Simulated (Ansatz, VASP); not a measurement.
## Al2InAs3: VASP beside Ansatz

File INCAR:

```
PREC = Accurate ; ENCUT = 520
EDIFF = 1E-7 ; ISMEAR = 0
SIGMA = 0.1 ; LREAL = F
LASPH = T ; NELM = 60
ALGO = Normal ; ISIF = 2
LWAVE = F ; LCHARG = F
GGA = PE ; NBANDS = 26
```

KPOINTS

```
Automatic mesh
0
Gamma
  6 6 6
```

File POSCAR:

```
Al2InAs3
1.0
   -1.9629459000      1.9629459000      8.3280741300
    1.9629459000     -1.9629459000      8.3280741300
    1.9629459000      1.9629459000     -8.3280741300
Al In As
2 1 3
Direct
    0.6666666700      0.6666666700      0.0000000000
    0.3333333300      0.3333333300      0.0000000000
    0.0000000000      0.0000000000      0.0000000000
    0.9166666700      0.4166666700      0.5000000000
    0.2500000000      0.7500000000      0.5000000000
    0.5833333300      0.0833333300      0.5000000000
```

Input for Ansatz:

```yaml
crystal:
  lattice:
    - [-1.9629459, 1.9629459, 8.32807413]
    - [1.9629459, -1.9629459, 8.32807413]
    - [1.9629459, 1.9629459, -8.32807413]
  atoms:
    - { symbol: Al, position: [0.66666667, 0.66666667, 0.0] }
    - { symbol: Al, position: [0.33333333, 0.33333333, 0.0] }
    - { symbol: In, position: [0.0, 0.0, 0.0] }
    - { symbol: As, position: [0.91666667, 0.41666667, 0.5] }
    - { symbol: As, position: [0.25, 0.75, 0.5] }
    - { symbol: As, position: [0.58333333, 0.08333333, 0.5] }
basis:
  ecutwfc: 420
kpoints:
  mp_grid: { grid: [6, 6, 6] }
hamiltonian:
  xc: pbe
scf:
  occupations: { method: gaussian, width: 0.1 }
  lower_state_search: "off"
output:
  forces: true
  stress: true
  eigenvalues: true
```

Alike in both runs: task single point; functional PBE; k mesh 6 × 6 × 6; occupations gaussian, width 0.1 eV; no spin polarisation.

```csv
,VASP,Ansatz
version,VASP 6.6.1,Ansatz 0.2.0
potentials or method,"VASP PAW PBE potentials, release 64 (Al, In_d, As)","scalar-relativistic, plane waves, PAW"
plane-wave cutoff (eV),520,420
valence electrons in the cell,34,64
```

Ansatz gave:

* gap on the k mesh at the Fermi level (eV): 1.20
* least direct gap on the mesh (eV): 1.59
* pressure (GPa): 16.2
* largest component of the traceless stress (GPa): 0.17
* rms of the force components (eV/Å): 0.778

Problem. Which values does VASP return?

Solution. gap on the k mesh at the Fermi level (eV): 1.19; least direct gap on the mesh (eV): 1.57; pressure (GPa): 16.5; largest component of the traceless stress (GPa): 0.17; rms of the force components (eV/Å): 0.777.

Atom by atom the forces differ by 0.001 eV/Å (rms over components). The two sets of potentials don't hold the same shells in valence.

Caveats: so large a pressure means that the cell lies far from this level's equilibrium, or that cutoff or potentials fall short (VASP); spin-orbit coupling is left out, which moves the levels of the heavy elements; forces of over 1 eV/Å show positions far from the minimum, so gaps and moduli don't describe the material at rest. A k mesh can miss the band edges.
